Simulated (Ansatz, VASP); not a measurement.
**Sc: VASP beside Ansatz**

```
Sc
1.0
     0.00000    2.31763    2.31763
     2.31763    0.00000    2.31763
     2.31763    2.31763    0.00000
Sc
1
Direct
  0.00000 0.00000 0.00000
```

Alike in both runs: task single point; functional PBE; k mesh 16 × 16 × 16; occupations gaussian, width 0.05 eV; no spin polarisation.

```csv
,VASP,Ansatz
version,VASP 6.6.1,Ansatz 0.2.0
potentials or method,"VASP PAW PBE potentials, release 64 (Sc_sv)","scalar-relativistic, plane waves, PAW"
plane-wave cutoff (eV),520,600
valence electrons in the cell,11,11
```

|  | VASP | Ansatz | Ansatz less VASP |
| --- | --- | --- | --- |
| gap on the k mesh at the Fermi level (eV) | none | none | - |
| pressure (GPa) | -0.5 | -0.5 | -0.02 |

A gap of «none» marks a metal or a gap that the smearing closes.
